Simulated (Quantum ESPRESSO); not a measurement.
Runs of Quantum ESPRESSO 7.5 on Ga. It takes space group I4/mmm (No. 139, tetragonal). The conventional cell has a = 2.769 Å, b = 2.769 Å, c = 4.622 Å, α = 90.00°, β = 90.00°, γ = 90.00°. Around Ga (site symmetry 4/mmm) lie 12 Ga at 2.77 to 3.03 Å. This isn't the form of Ga at room conditions, which is orthorhombic.

```tsv
level	ASE optimiser	rVV10 parameter b	dispersion computed by	gap on the mesh (eV)	pressure (GPa)	relaxed volume (Å³/atom)
PBEsol+rVV10	LBFGS	6.3	-	none	0.0	(b)
PBEsol+D4	LBFGS	-	dftd4 4.3.1 through ASE	none	-0.1	16.90
PBEsol+D3	LBFGS	-	-	none	-0.1	17.19
PBEsol+D3(BJ)	FIRE	-	-	none	0.0	(a)
PBEsol	BFGS	-	-	none	0.0	17.61
```

Alike in all rows: task relaxation of cell and atoms; potentials or basis GBRV 1.5 PBEsol; no spin polarisation; cell relaxed; k mesh 13 × 13 × 13; cutoff (eV) 762; smearing fermi-dirac 0.05 eV.

Q: Estimate the missing entries.

A: (a) 16.84; (b) 16.99.

Caveats: pairwise dispersion overbinds metals, which lowers pressure and volume (some runs); rVV10's parameter b was fitted to another functional (some runs).

A k mesh can miss the band edges, and the runs leave out spin-orbit coupling on Ga.

A gap of «none» marks a metal or a gap under the smearing width.
